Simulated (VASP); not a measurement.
# PbSe (Clausthalite) (Fm-3m) in VASP: notebook

The runs below take PbSe (Clausthalite) through single point, with BLYP+D4, LDA, RPBE, revPBE+D3(BJ).

Program: VASP 6.6.1. These are calculated values, not measurements. Logs are shortened: lines on timing, memory, paths and dates and some standing lists are left out, and cuts for length are marked.

**The experiment to reproduce.**

From a printed reference work, monograph, for a bulk crystal of PbSe: band gap 0.15 eV (direct) at 4.2 K; band gap 0.28 eV (direct) at 300 K.

The results are compared with them further down.

## Step 1: The cell of the first run

It takes space group Fm-3m (No. 225, cubic). The conventional cell has a = 6.162 Å, b = 6.162 Å, c = 6.162 Å, α = 90.00°, β = 90.00°, γ = 90.00°. Pb (site symmetry m-3m) has 6 Se at 3.08 Å within 4.1 Å. Within 4.1 Å of Se (site symmetry m-3m) lie 6 Pb at 3.08 Å.

## Step 2: Single point, BLYP+D4

INCAR reads:

```
SYSTEM = PbSe
PREC = Accurate
ENCUT = 520
EDIFF = 1E-7
ISMEAR = -1
SIGMA = 0.05
LREAL = .False.
LASPH = .True.
NELM = 100
ALGO = Normal
ISIF = 2
LWAVE = .False.
LCHARG = .False.
GGA = B5
ALDAX = 1.0
AGGAX = 1.0
AGGAC = 1.0
ALDAC = 0.0
IVDW = 13
VDW_S6 = 1.0
VDW_S8 = 2.34076671
VDW_A1 = 0.44488865
VDW_A2 = 4.0933009
NBANDS = 17
```

KPOINTS reads:

```
Automatic mesh
0
Gamma
  8 8 8
  0 0 0
```

POSCAR reads:

```
PbSe
1.0
    0.0000000000      3.0809197960      3.0809197960
    3.0809197960      0.0000000000      3.0809197960
    3.0809197960      3.0809197960      0.0000000000
Pb Se
1 1
Direct
    0.0000000000      0.0000000000      0.0000000000
    0.5000000000      0.5000000000      0.5000000000
```

Potentials or basis: VASP PAW PBE potentials, release 64 (Pb_d, Se).

Run with:

```console
cat potpaw_PBE.64/Pb_d/POTCAR potpaw_PBE.64/Se/POTCAR > POTCAR
mpirun -np 1 vasp_std > vasp.out
```

OUTCAR:

```text
SYSTEM = PbSe
   PREC = Accurate
   ENCUT = 520
   EDIFF = 1E-7
   ISMEAR = -1
   LREAL = .False.
   LASPH = .True.
   NELM = 100
   ISIF = 2
   GGA = B5
   IVDW = 13

 ion  position               nearest neighbor table
   1  0.000  0.000  0.000-   2 3.08   2 3.08   2 3.08   2 3.08   2 3.08   2 3.08
   2  0.500  0.500  0.500-   1 3.08   1 3.08   1 3.08   1 3.08   1 3.08   1 3.08

  LATTYP: Found a face centered cubic cell.
 ALAT       =     6.1618395920

  Lattice vectors:

 A1 = (   0.0000000000,   3.0809197960,   3.0809197960)
 A2 = (   3.0809197960,   0.0000000000,   3.0809197960)
 A3 = (   3.0809197960,   3.0809197960,   0.0000000000)

Analysis of symmetry for initial positions (statically):
=====================================================================
 Subroutine PRICEL returns:
 Original cell was already a primitive cell.

 Routine SETGRP: Setting up the symmetry group for a
 face centered cubic supercell.

 Subroutine GETGRP returns: Found 48 space group operations
 (whereof 48 operations were pure point group operations)
 out of a pool of 48 trial point group operations.

The static configuration has the point symmetry O_h .

Analysis of symmetry for dynamics (positions and initial velocities):
=====================================================================
 Subroutine PRICEL returns:
 Original cell was already a primitive cell.

 Routine SETGRP: Setting up the symmetry group for a
 face centered cubic supercell.

 Subroutine GETGRP returns: Found 48 space group operations
 (whereof 48 operations were pure point group operations)
 out of a pool of 48 trial point group operations.

The dynamic configuration has the point symmetry O_h .

 Subroutine INISYM returns: Found 48 space group operations
 (whereof 48 operations are pure point group operations),
 and found     1 'primitive' translations

----------------------------------------------------------------------------------------

                                     Primitive cell

  volume of cell :      58.4886

  direct lattice vectors                    reciprocal lattice vectors
     0.000000000  3.080919796  3.080919796    -0.162289197  0.162289197  0.162289197
     3.080919796  0.000000000  3.080919796     0.162289197 -0.162289197  0.162289197
     3.080919796  3.080919796  0.000000000     0.162289197  0.162289197 -0.162289197

  length of vectors
     4.357078560  4.357078560  4.357078560     0.281093135  0.281093135  0.281093135

  position of ions in fractional coordinates (direct lattice)
     0.000000000  0.000000000  0.000000000
     0.500000000  0.500000000  0.500000000

  ion indices of the primitive-cell ions
   primitive index   ion index
                 1           1
                 2           2

----------------------------------------------------------------------------------------

 KPOINTS: Automatic mesh

Automatic generation of k-mesh.
 Grid dimensions read from file:
 generate k-points for:    8    8    8

 Generating k-lattice:

  Cartesian coordinates                     Fractional coordinates (reciprocal lattice)
    -0.020286150  0.020286150  0.020286150     0.125000000  0.000000000  0.000000000
     0.020286150 -0.020286150  0.020286150     0.000000000  0.125000000  0.000000000
     0.020286150  0.020286150 -0.020286150     0.000000000  0.000000000  0.125000000

  Length of vectors
     0.035136642  0.035136642  0.035136642

  Shift w.r.t. Gamma in fractional coordinates (k-lattice)
     0.000000000  0.000000000  0.000000000

 Subroutine IBZKPT returns following result:
 ===========================================

 Found     29 irreducible k-points:

 Following reciprocal coordinates:
            Coordinates               Weight
  0.000000  0.000000  0.000000      1.000000
  0.125000  0.000000  0.000000      8.000000
  0.250000  0.000000  0.000000      8.000000
  0.375000  0.000000  0.000000      8.000000
  0.500000  0.000000  0.000000      4.000000
  0.125000  0.125000  0.000000      6.000000
[... 16 lines left out ...]
  0.500000  0.250000  0.125000     48.000000
[... 41 lines left out ...]

 E-fermi :   5.4668     XC(G=0):  -8.8617

 val. band max:        5.2401948954   @ k =   0.5000   0.0000   0.0000
 cond. band min:       5.6932277948   @ k =   0.5000   0.0000   0.0000
 fundamental gap:      0.4530328995
 Fermi energy:         5.4667536196

 k-point     1 :       0.0000    0.0000    0.0000
  band No.  band energies     occupation
      1     -11.5544      2.00000
      2     -11.5544      2.00000
      3     -11.5544      2.00000
      4     -11.5534      2.00000
      5     -11.5534      2.00000
      6      -8.1704      2.00000
[... 9 lines left out ...]
     16      12.0270      0.00000
     17      13.8995      0.00000

 k-point     2 :       0.1250    0.0000    0.0000
  band No.  band energies     occupation
      1     -11.5568      2.00000
      2     -11.5568      2.00000
      3     -11.5538      2.00000
      4     -11.5498      2.00000
      5     -11.5497      2.00000
      6      -8.0572      2.00000
[... 9 lines left out ...]
     16      12.3520      0.00000
     17      14.8521      0.00000

 k-point     3 :       0.2500    0.0000    0.0000
  band No.  band energies     occupation
      1     -11.5646      2.00000
      2     -11.5646      2.00000
      3     -11.5525      2.00000
      4     -11.5391      2.00000
      5     -11.5391      2.00000
      6      -7.7471      2.00000
[... 9 lines left out ...]
     16      13.1924      0.00000
     17      16.6716      0.00000

 k-point     4 :       0.3750    0.0000    0.0000
  band No.  band energies     occupation
      1     -11.5724      2.00000
      2     -11.5724      2.00000
      3     -11.5515      2.00000
      4     -11.5285      2.00000
      5     -11.5285      2.00000
      6      -7.3584      2.00000
[... 9 lines left out ...]
     16      14.4525      0.00000
     17      16.8549      0.00000
[... 343 lines left out ...]
      1     -11.5891      2.00000
      2     -11.5564      2.00000
      3     -11.5558      2.00000
      4     -11.5349      2.00000
      5     -11.5312      2.00000
      6      -7.4857      2.00000
[... 9 lines left out ...]
     16      14.9890      0.00000
     17      15.4196      0.00000

 k-point    23 :       0.5000    0.2500    0.1250
  band No.  band energies     occupation
      1     -11.6003      2.00000
      2     -11.5613      2.00000
      3     -11.5503      2.00000
      4     -11.5321      2.00000
      5     -11.5252      2.00000
      6      -7.1468      2.00000
[... 9 lines left out ...]
     16      15.3632      0.00000
     17      16.4402      0.00000

 k-point    24 :      -0.3750    0.2500    0.1250
  band No.  band energies     occupation
      1     -11.6044      2.00000
      2     -11.5642      2.00000
      3     -11.5443      2.00000
      4     -11.5353      2.00000
      5     -11.5218      2.00000
      6      -6.9821      2.00000
[... 9 lines left out ...]
     16      16.2314      0.00000
     17      16.3849      0.00000

 [... further k-points ...]

------------------------ aborting loop because EDIFF is reached ----------------------------------------

  DFT-D4 for vdW energy calculation

  Edisp (eV):   -1.46365

  FORCE on cell =-STRESS in cart. coord.  units (eV):
  Direction    XX          YY          ZZ          XY          YZ          ZX
  --------------------------------------------------------------------------------------
  -------------------------------------------------------------------------------------
  Total       0.35013     0.35013     0.35013     0.00000    -0.00000     0.00000
  in kB       9.59101     9.59101     9.59101     0.00000    -0.00000     0.00000
  external pressure =        9.59 kB  Pullay stress =        0.00 kB

 VOLUME and BASIS-vectors are now :
 -----------------------------------------------------------------------------
  energy-cutoff  :      520.00
  volume of cell :       58.49
      direct lattice vectors                 reciprocal lattice vectors
     0.000000000  3.080919796  3.080919796    -0.162289197  0.162289197  0.162289197
     3.080919796  0.000000000  3.080919796     0.162289197 -0.162289197  0.162289197
     3.080919796  3.080919796  0.000000000     0.162289197  0.162289197 -0.162289197

 POSITION                                       TOTAL-FORCE (eV/Angst)
 -----------------------------------------------------------------------------------
      0.00000      0.00000      0.00000         0.000000      0.000000     -0.000000
      3.08092      3.08092      3.08092        -0.000000     -0.000000      0.000000
 -----------------------------------------------------------------------------------
    total drift:                                0.000000     -0.000000     -0.000000

  FREE ENERGIE OF THE ION-ELECTRON SYSTEM (eV)
  ---------------------------------------------------
  free  energy   TOTEN  =        -8.5313091334 eV

  energy  without entropy=       -8.5312166966  energy(sigma->0) =       -8.53126291
```

Wall time 24 s (1 thread of AMD EPYC 9R45 (Zen 5), shared host); peak memory 0.16 GiB.

What came out:

| Property | Result |
| --- | --- |
| Free energy | -8.5313 eV |
| Pressure | 1.0 GPa |
| Band gap on the k mesh | 0.45 eV, direct |
| Dispersion energy per atom | -0.732 eV |

Caveat: the PAW data sets were made with another functional, which shifts forces and pressure a little; spin-orbit coupling is left out, which moves the levels of the heavy elements.

## Step 3: Single point, LDA

INCAR reads:

```
ALGO     = Normal         # electronic algorithm
EDIFF    = 1E-6           # SCF threshold, eV
ENCUT    = 520            # plane-wave cutoff, eV
GGA      = CA             # functional
ISIF     = 2              # what is computed and relaxed
ISMEAR   = -1             # smearing method
LASPH    = True           # aspherical terms in the spheres
LCHARG   = False          # write CHGCAR
LREAL    = False          # projectors in reciprocal space
LWAVE    = False          # write WAVECAR
NBANDS   = 17             # bands
NELM     = 100            # most SCF steps
PREC     = Accurate       # precision mode
SIGMA    = 0.05           # smearing width, eV
```

KPOINTS reads:

```
k-points
0
Gamma
  8 8 8
```

POSCAR is that of step 2.

Potentials or basis: VASP PAW LDA potentials, release 64 (Pb_d, Se).

Run with:

```console
cat potpaw_LDA.64/Pb_d/POTCAR potpaw_LDA.64/Se/POTCAR > POTCAR
mpirun -np 1 vasp_std > vasp.out
```

It took 10 s on 1 thread of AMD EPYC 9R45 (Zen 5), shared host; peak memory 0.14 GiB.

It converged, with:

* Free energy: -9.4280 eV
* Pressure: -3.0 GPa
* Band gap on the k mesh: 0.22 eV, direct

Levels at points of the mesh, in eV from the valence-band top:
| k point | band 8 | band 9 | band 10 | band 11 | band 12 | band 13 |
| --- | --- | --- | --- | --- | --- | --- |
| (0.00, 0.00, 0.00) | -1.76 | -1.76 | -1.76 | 4.57 | 4.57 | 4.57 |
| (0.50, 0.00, 0.00) | -1.36 | -1.36 | 0.00 | 0.22 | 1.66 | 1.66 |
| (0.50, 0.50, 0.00) | -4.84 | -3.11 | -3.11 | 3.71 | 5.45 | 5.45 |

Caveat: spin-orbit coupling is left out, which moves the levels of the heavy elements.

## Step 4: Single point, RPBE

This run uses another cell than the first one, of 29.82 Å³/atom, 1.020 times its volume.

INCAR reads:

```
SYSTEM = PbSe
  PREC = Accurate
  ENCUT = 520
  EDIFF = 1E-6
  ISMEAR = -1
  SIGMA = 0.05
  LREAL = .FALSE.
  LASPH = .TRUE.
  NELM = 80
  ALGO = Normal
  ISIF = 2
  LWAVE = .FALSE.
  LCHARG = .FALSE.
  GGA = RP
  NBANDS = 17
```

KPOINTS reads:

```
Automatic mesh
0
G
  8 8 8
  0 0 0
```

POSCAR reads:

```
PbSe
1.0
    0.0000000000      3.1009263293      3.1009263293
    3.1009263293      0.0000000000      3.1009263293
    3.1009263293      3.1009263293      0.0000000000
Pb Se
1 1
Direct
    0.0000000000      0.0000000000      0.0000000000
    0.5000000000      0.5000000000      0.5000000000
```

Potentials or basis: VASP PAW PBE potentials, release 64 (Pb_d, Se).

Run with:

```console
cat potpaw_PBE.64/Pb_d/POTCAR potpaw_PBE.64/Se/POTCAR > POTCAR
mpirun -np 1 vasp_std > vasp.out
```

It took 18 s on 1 thread of AMD EPYC 9R45 (Zen 5), shared host; peak memory 0.18 GiB.

Results (log left out):

```yaml
Free_energy: -7.5085 eV
Pressure: 2.0 GPa
Band_gap_on_the_k_mesh: 0.50 eV, direct
```

Levels at points of the mesh, in eV from the valence-band top:
| k point | band 7 | band 8 | band 9 | band 10 | band 11 | band 12 | band 13 | band 14 |
| --- | --- | --- | --- | --- | --- | --- | --- | --- |
| (0.00, 0.00, 0.00) | -6.29 | -1.69 | -1.69 | -1.69 | 4.70 | 4.70 | 4.70 | 6.67 |
| (0.50, 0.00, 0.00) | -8.54 | -1.31 | -1.31 | 0.00 | 0.50 | 1.85 | 1.85 | 8.66 |
| (0.50, 0.50, 0.00) | -7.27 | -4.61 | -2.96 | -2.96 | 3.98 | 5.53 | 5.53 | 5.97 |

Caveat: the PAW data sets were made with another functional, which shifts forces and pressure a little; spin-orbit coupling is left out, which moves the levels of the heavy elements.

## Step 5: Single point, revPBE+D3(BJ)

This run uses another cell than the first one, of 29.82 Å³/atom, 1.020 times its volume.

INCAR reads:

```
PREC = Accurate
ENCUT = 520
EDIFF = 1E-7
ISMEAR = -1
SIGMA = 0.05
LREAL = False
LASPH = True
NELM = 100
ALGO = Normal
ISIF = 2
LWAVE = False
LCHARG = False
GGA = RE
IVDW = 12
NBANDS = 17
```

KPOINTS reads:

```
regular mesh
0
Gamma
  8 8 8
```

POSCAR is that of step 4.

Run with:

```console
cat potpaw_PBE.64/Pb_d/POTCAR potpaw_PBE.64/Se/POTCAR > POTCAR
mpirun -np 1 vasp_std > vasp.out
```

It took 23 s on 1 thread of AMD EPYC 9R45 (Zen 5), shared host; peak memory 0.19 GiB.

Results (log left out):

- Free energy: -8.9121 eV
- Pressure: -2.0 GPa
- Band gap on the k mesh: 0.48 eV, direct
- Dispersion energy per atom: -0.657 eV

Levels at points of the mesh, in eV from the valence-band top:
```csv
k point,band 7,band 8,band 9,band 10,band 11,band 12,band 13,band 14
"(0.00, 0.00, 0.00)",-6.31,-1.68,-1.68,-1.68,4.69,4.69,4.69,6.66
"(0.50, 0.00, 0.00)",-8.54,-1.30,-1.30,0.00,0.48,1.84,1.84,8.62
"(0.50, 0.50, 0.00)",-7.27,-4.61,-2.96,-2.96,3.95,5.52,5.52,5.95
```

Caveat: the PAW data sets were made with another functional, which shifts forces and pressure a little; spin-orbit coupling is left out, which moves the levels of the heavy elements.

## Step 6: Single point, BLYP+D4

This run uses another cell than the first one, of 29.82 Å³/atom, 1.020 times its volume.

INCAR reads:

```
PREC = Accurate
ENCUT = 520
EDIFF = 1E-6
ISMEAR = -1
SIGMA = 0.05
LREAL = F
LASPH = T
NELM = 100
ALGO = Normal
ISIF = 2
LWAVE = F
LCHARG = F
GGA = B5
ALDAX = 1.0
AGGAX = 1.0
AGGAC = 1.0
ALDAC = 0.0
IVDW = 13
VDW_S6 = 1.0
VDW_S8 = 2.34076671
VDW_A1 = 0.44488865
VDW_A2 = 4.0933009
NBANDS = 17
```

KPOINTS is that of step 5.

POSCAR is that of step 5.

Potentials or basis: VASP PAW PBE potentials, release 64 (Pb_d, Se).

Run with:

```console
cat potpaw_PBE.64/Pb_d/POTCAR potpaw_PBE.64/Se/POTCAR > POTCAR
mpirun -np 1 vasp_std > vasp.out
```

It took 32 s on 1 thread of AMD EPYC 9R45 (Zen 5), shared host; peak memory 0.19 GiB.

Results (log left out):

```yaml
Free_energy: -8.5362 eV
Pressure: 0.5 GPa
Band_gap_on_the_k_mesh: 0.51 eV, direct
Dispersion_energy_per_atom: -0.719 eV
```

Levels at points of the mesh, in eV from the valence-band top:
```
           k point  band 7  band 8  band 9  band 10  band 11  band 12  band 13  band 14
(0.00, 0.00, 0.00)   -6.44   -1.67   -1.67    -1.67     4.55     4.55     4.55     6.84
(0.50, 0.00, 0.00)   -8.62   -1.26   -1.26     0.00     0.51     1.79     1.79     8.86
(0.50, 0.50, 0.00)   -7.40   -4.55   -2.93    -2.93     4.20     5.40     5.40     5.89
```

Caveat: the PAW data sets were made with another functional, which shifts forces and pressure a little; spin-orbit coupling is left out, which moves the levels of the heavy elements.

## Step 7: Summary

```csv
level,potentials or basis,cell,gap on the mesh (eV),pressure (GPa)
BLYP+D4,"VASP PAW PBE potentials, release 64 (Pb_d, Se)","a = 4.357 Å, angles 60.0°, 2 atoms",0.45,1.0
LDA,"VASP PAW LDA potentials, release 64 (Pb_d, Se)","a = 4.357 Å, angles 60.0°, 2 atoms",0.22,-3.0
RPBE,"VASP PAW PBE potentials, release 64 (Pb_d, Se)","a = 4.385 Å, angles 60.0°, 2 atoms",0.50,2.0
revPBE+D3(BJ),"VASP PAW PBE potentials, release 64 (Pb_d, Se)","a = 4.385 Å, angles 60.0°, 2 atoms",0.48,-2.0
BLYP+D4,"VASP PAW PBE potentials, release 64 (Pb_d, Se)","a = 4.385 Å, angles 60.0°, 2 atoms",0.51,0.5
```

Alike in all rows: task single point; no spin polarisation; k mesh 8 × 8 × 8; cutoff (eV) 520; smearing fermi-dirac 0.05 eV.

Caveats: spin-orbit coupling is left out, which moves the levels of the heavy elements; the PAW data sets were made with another functional, which shifts forces and pressure a little (some runs).

Absolute energies hang on the potentials; compare differences alone.

## Step 8: Comparison with measurements

Step 2. A measured gap of PbSe is 0.15 eV (direct; 4.2 K; a printed reference work, monograph); the calculated 0.45 eV misses it by +0.30 eV. 2 values of this kind are on record (0.15 to 0.28 eV); this one was drawn at random. Spin-orbit coupling on Pb, Se is left out. The value is that of BLYP+D4 on a finite k mesh, which can miss the band edges, without temperature or zero-point motion.

Step 3. Measured gap of PbSe: 0.28 eV (direct; 300 K; a printed reference work, monograph). This calculation gives 0.22 eV (-0.06 eV). 2 values of this kind are on record (0.15 to 0.28 eV); this one was drawn at random. Spin-orbit coupling on Pb, Se is left out. The value is that of LDA on a finite k mesh, which can miss the band edges, without temperature or zero-point motion. Semilocal functionals fall short of measured gaps as a rule.

Step 4. Against the measured gap of PbSe, 0.15 eV (direct; 4.2 K; a printed reference work, monograph), the calculated 0.50 eV is off by +0.35 eV. 2 values of this kind are on record (0.15 to 0.28 eV); this one was drawn at random. Spin-orbit coupling on Pb, Se is left out. The value is that of RPBE on a finite k mesh, which can miss the band edges, without temperature or zero-point motion.

Step 5. A measured gap of PbSe is 0.28 eV (direct; 300 K; a printed reference work, monograph); the calculated 0.48 eV misses it by +0.20 eV. 2 values of this kind are on record (0.15 to 0.28 eV); this one was drawn at random. Spin-orbit coupling on Pb, Se is left out. The value is that of revPBE+D3(BJ) on a finite k mesh, which can miss the band edges, without temperature or zero-point motion.

Step 6. Against the measured gap of PbSe, 0.15 eV (direct; 4.2 K; a printed reference work, monograph), the calculated 0.51 eV is off by +0.36 eV. 2 values of this kind are on record (0.15 to 0.28 eV); this one was drawn at random. Spin-orbit coupling on Pb, Se is left out. The value is that of BLYP+D4 on a finite k mesh, which can miss the band edges, without temperature or zero-point motion.
